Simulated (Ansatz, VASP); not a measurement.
Be2H: VASP beside Ansatz

```
Be H
1.0
     2.32857    0.00000    0.00000
     0.00000    2.32857    0.00000
     0.00000    0.00000    4.19339
Be H
2 1
Direct
  0.50000 0.50000 0.25500
  0.50000 0.50000 0.74500
  0.00000 0.00000 0.00000
```

Change from the starting cell: species swapped into the FeSi2 type (P4/mmm, No. 123).

Alike in both runs: functional PBE; k mesh 20 × 20 × 12; occupations gaussian, width 0.1 eV; no spin polarisation.

Ansatz relaxed the structure, and its values are those at the end. VASP's run is a single point on that final structure, the one shown.

|  | VASP | Ansatz |
| --- | --- | --- |
| version | VASP 6.6.1 | Ansatz 0.2.0 |
| potentials or method | VASP PAW PBE potentials, release 64 (Be, H) | scalar-relativistic, plane waves, PAW |
| plane-wave cutoff (eV) | 520 | 420 |
| valence electrons in the cell | 5 | 5 |

|  | VASP | Ansatz | Ansatz less VASP |
| --- | --- | --- | --- |
| gap on the k mesh at the Fermi level (eV) | none | none | - |
| pressure (GPa) | 0.0 | 0.0 | -0.01 |

A gap of «none» marks a metal or a gap that the smearing closes.
